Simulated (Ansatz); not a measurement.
The system is NiO.

```
Ni O
1.0
     2.78306    0.00000    0.00000
    -1.39153    2.41020    0.00000
     0.00000    0.00000    2.71613
Ni O
1 1
Cartesian
  0.0000 0.0000 0.0000
  1.3915 0.8034 1.3581
```

Measurements of this composition are mostly on another form, of space group No. 225.

Below is the output of Ansatz 0.2.0 for this cell. Logs are shortened: lines on timing, memory, paths and dates and some standing lists are left out, and cuts for length are marked.

```text
Warning: RAYON_NUM_THREADS=2 ignored (pool sized by the plan → 2); use --threads N
Ni: projections on atomic orbitals take those of the free atom [Ne] 3s2 3p6 3d8 4s2, of charge +0.00 (hamiltonian.pseudopotentials.projection_atoms); the dataset's partial waves leave at most 1.6e-6 of an orbital's norm unspanned inside its sphere
O: projections on atomic orbitals take those of the free atom [He] 2s2 2p4, of charge +0.00 (hamiltonian.pseudopotentials.projection_atoms); the dataset's partial waves leave at most 1.9e-8 of an orbital's norm unspanned inside its sphere
band count auto-derived: 17 (N_el = 24.0; filled up to band 12; 16 by the electrons, moments and atoms)
Engine: ansatz 0.2.0, aarch64-unknown-linux-gnu
Pseudopotentials: kind: paw
Pseudopotential: Ni, paw, valence charge 18, recommended cutoff 420 eV (normal), Ni.paw.azcp
Pseudopotential: O, paw, valence charge 6, recommended cutoff 420 eV (normal), O.paw.azcp
Functional definition: SPW92
  exchange = slater_x
  correlation = pw_c
Crystal: 2 atoms, lattice volume = 18.219 Å³
Basis set: ecut = 420 eV, 381 PW (Γ)
Bands: 17, of which v1, the nominal top of the filled ones, is band 12 counted from 1 (11 counted from 0)
Symmetry: 12 space group operations
Space group: P-6m2 (ITA 187), of the structure as read, at distance tolerance 2.6e-5 Å
k-points: 40 of 448 (time reversal used)
Non-local potential: Ni, projectors of the file, l = 0: 3, l = 1: 2, l = 2: 3, l = 3: 1
Non-local potential: O, projectors of the file, l = 0: 2, l = 1: 2, l = 2: 1
PAW form: soft (Blöchl's): semilocal exchange-correlation on the pseudo side does not see the compensation charge
PAW frozen core: Ni, regenerated for the run's functional, and the local potential with it (the file was generated under x = pbe(κ = 0.804, μ = 0.2195149727645171), c = pbe(β = 0.06672455060314922))
PAW frozen core: O, regenerated for the run's functional, and the local potential with it (the file was generated under x = pbe(κ = 0.804, μ = 0.2195149727645171), c = pbe(β = 0.06672455060314922))
PAW one-centre angular grid: Ni, 590 points (default); XC on 64 Gauss nodes
PAW one-centre angular grid: O, 110 points (default); XC on 64 Gauss nodes
Initial density: superposition of atomic densities (chi_scale 0.1, normalization cell, long waves kept (reshape's long-wave potential 0.00 eV rms))
Initial wavefunctions: pseudopotential atomic-orbital guess
Functional: x = slater, c = lda
SCF iter   1: F=—  HF=-6329.370643 eV  |F-HF|=—  |Δ(HF+E_count)|=         —  Δρ=2.67e-1 (↑2.67e-1 ↓2.67e-1)  dr2=4.26e1  dr2_m=0.00e0  M=0.000 μB ∫|m|=0.000 μB  β_m=0.30  ethr=3.10e-3  ⟨swp⟩=5.8  Hψ=3041  notcnv=0
[... 53 lines left out ...]
Magnetization: 2.0000 μB (13.0000 up, 11.0000 down)
Absolute magnetization: 2.0185 μB (∫|ρ↑−ρ↓|, with the PAW one-centre terms)
Spin contamination: 0.0020 ħ² per cell (⟨S²⟩ above its minimum at these occupations)
Per-site moments (μB) at R_I (Å): [(1.6714249789434403, 0.8678346032736205), (0.25574738749350706, 0.8678346032736205)]
Free energy (F): -6324.749325 eV
Harris-Foulkes:  -6324.749325 eV  (|F-HF|=2.99e-10)
Internal energy: -6324.749325 eV  (E = F + TS)
E sigma→0 (E₀):  -6324.749325 eV
Fermi energy:    14.123297 eV
--- Per-component energies (eV) ---
  E_band       = -367.321572
  E_kinetic    = 449.532364
  E_local      = -4014.524368  (includes V_loc(G=0)·N_el)
  E_nonlocal   = 693.455337
  E_hartree    = 1645.401252
  E_xc         = -154.615644
  E_vxc        = -199.498219  (∫ρ·V_xc dr)
  E_hubbard    = 1.096031  (on-site DFT+U / exact-exchange correction)
  E_vhub       = -26.761273  (the Hubbard potential's part of the band-sum identity)
  E_paw        = -1709.872495  (= ΣΔE_a)
  E_vpaw       = -560.330546  (= ΣTr[D̂ρ^β])
  E_aug_tail   = 0.002701  (compensation charges beyond the density's cutoff)
  E_ewald      = -3235.755545
  E_core_change = 0.531042  (= ΣΔE_core)
  E_smearing   = -0.000000  (= −TS)
  E_closure    = 0.000000  (closes the sum)
  Σ components = -6324.749325   (vs F -6324.749325, Δ=0.00e0)
--- Forces (eV/Å), atoms counted from 1 ---
  atom   1  Ni     0.00000000    -0.00000000     0.50335214
  atom   2  O     -0.00000000     0.00000000    -0.50332982
  max |Σ_I F_I| component: 2.23e-5 eV/Å
--- Stress (GPa, compression-positive) ---
        1.927622       0.000000      -0.000000
        0.000000       1.927622       0.000000
       -0.000000       0.000000      -8.257544
  P = ⅓ Tr σ = -1.4674 GPa (-14.674 kbar)
--- Band table (eV; the first three rows and the last of 110) ---
  k-point 0 ↑: bands = ["-90.5403", "-52.2880", "-50.8012", "-50.8012", "-5.7305", "5.8930", "6.7641", "6.7641", "7.0234", "7.0234", "10.9461", "12.8558", "12.8558", "15.0145", "28.7694", "30.5155", "30.5155"]
  k-point 1 ↑: bands = ["-90.5395", "-52.2961", "-50.8005", "-50.8005", "-5.5342", "5.8499", "6.6083", "6.6083", "7.1407", "7.1407", "9.9490", "12.8621", "12.8621", "16.1373", "27.6851", "31.0006", "31.0006"]
  k-point 2 ↑: bands = ["-90.5381", "-52.3141", "-50.7989", "-50.7989", "-5.0457", "5.4047", "6.3239", "6.3239", "7.3637", "7.3637", "8.8817", "12.8418", "12.8418", "18.0549", "25.2015", "32.4163", "32.4163"]
  k-point 54 ↓: bands = ["-88.4842", "-49.8418", "-49.1103", "-49.0971", "-2.9972", "6.7960", "8.2362", "8.8039", "9.4018", "9.9457", "11.8828", "15.4296", "16.7393", "20.1108", "22.7430", "26.9673", "29.2468"]
Occupation matrices written to <dir>
```

**Question.** What input gives this log?

**Answer.** Single point with LDA+U, collinear spin, program default start. The files as run (others can give the same):

input.yaml
```yaml
crystal:
  lattice:
    - [2.78306079, 0.0, 0.0]
    - [-1.39153039, 2.41020134, 0.0]
    - [0.0, 0.0, 2.71612944]
  atoms:
    - { symbol: Ni, position: [0.0, 0.0, 0.0] }
    - { symbol: O, position: [0.6666666667, 0.3333333333, 0.5] }
hamiltonian:
  xc: lda
  pseudopotentials: { kind: paw }
  hubbard: { sites: [{ species: Ni, l: d, u_eff: 7.0 }] }
magnetization:
  spin_polarized: true
kpoints:
  mp_grid: { grid: [8, 8, 7] }
scf:
  occupations: { method: gaussian, width: 0.05 }
output:
  forces: true
  stress: true
  eigenvalues: true
```

Potentials or basis: Ansatz PAW.
Launch:
```bash
$ ansatz run input.yaml --threads 2 --pin off --max-ram 5632MiB --backend cpu --events-out ev --progress --plain --runs-dir out
```

Caveat: the magnetic or orbital state may not be the lowest; odd divisions of the mesh miss points on the zone boundary, where band edges often lie, so the gap on the mesh can be too wide; the pressure holds a Pulay correction of +0.9 GPa for the finite cutoff; a cell with one magnetic atom can't hold antiferromagnetic order, which such compounds often take; the PAW data sets come from PBE, with cores solved anew for the run's functional, which leaves a small shift of forces and pressure.
